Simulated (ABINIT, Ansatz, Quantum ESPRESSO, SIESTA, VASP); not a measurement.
**La2O3: programs and potentials compared**

```
La O
1.0
     3.93078    0.00000    0.00000
    -1.96539    3.40415    0.00000
     0.00000    0.00000    6.11195
La O
2 3
Cartesian
  0.0000 2.2694 1.5050
  1.9654 1.1347 4.6070
  0.0000 0.0000 0.0000
  0.0000 2.2694 3.9477
  1.9654 1.1347 2.1643
```

The cell is a database's computed one, not the measured one.

Alike in all runs: task single point; functional PBE; k mesh 8 × 8 × 5; occupations fermi-dirac, width 0.05 eV; no spin polarisation; no spin-orbit coupling. Pressure is positive in compression and, in plane waves, holds the error of the finite cutoff, which Ansatz's Pulay term estimates and takes out.

| program and potentials | plane-wave cutoff (eV) | notes | pressure (GPa) | largest force (eV/Å) |
| --- | --- | --- | --- | --- |
| ABINIT, JTH PAW PBE v2.0 | 626 | - | 2.74 | 0.093 |
| SIESTA, files PseudoDojo sr-pbe-0.4.1-standard, DZP (energy shift 0.003 Ry; two zetas on semicore shells) | - | atomic basis | 8.69 | 0.381 |
| Quantum ESPRESSO, SSSP 1.3 efficiency PBE | 748 | - | 2.36 | 0.053 |
| Ansatz, all-electron LAPW, scalar-relativistic | - | - | 1.91 | 0.016 |
| Ansatz, Ansatz PAW (earlier soft set) | 420 | Pulay term of +0.26 GPa included | 1.91 | 0.017 |
| VASP, PBE PAW files La, O, 520 eV | 520 | - | 1.60 | 0.011 |

Force on atom 1 (La), eV/Å:

```csv
program and potentials,x,y,z
"ABINIT, JTH PAW PBE v2.0",0.000,0.000,-0.093
"SIESTA, files PseudoDojo sr-pbe-0.4.1-standard, DZP (energy shift 0.003 Ry; two zetas on semicore shells)",0.000,0.000,-0.381
"Quantum ESPRESSO, SSSP 1.3 efficiency PBE",0.000,0.000,-0.053
```

The pressure spans 1.60 (VASP, PBE PAW files La, O, 520 eV) to 8.69 GPa (SIESTA, files PseudoDojo sr-pbe-0.4.1-standard, DZP (energy shift 0.003 Ry; two zetas on semicore shells)), with all-electron results at 1.91. The pressure on the cell as given of SIESTA, files PseudoDojo sr-pbe-0.4.1-standard, DZP (energy shift 0.003 Ry; two zetas on semicore shells) lies far from the others; the cause wasn't traced. Rows in atomic bases carry the error of their basis and grid, which can be large.

The functional is the same throughout but for its coding, so the spread measures potentials, basis and numerics; runs on potential files found faulty are left out.
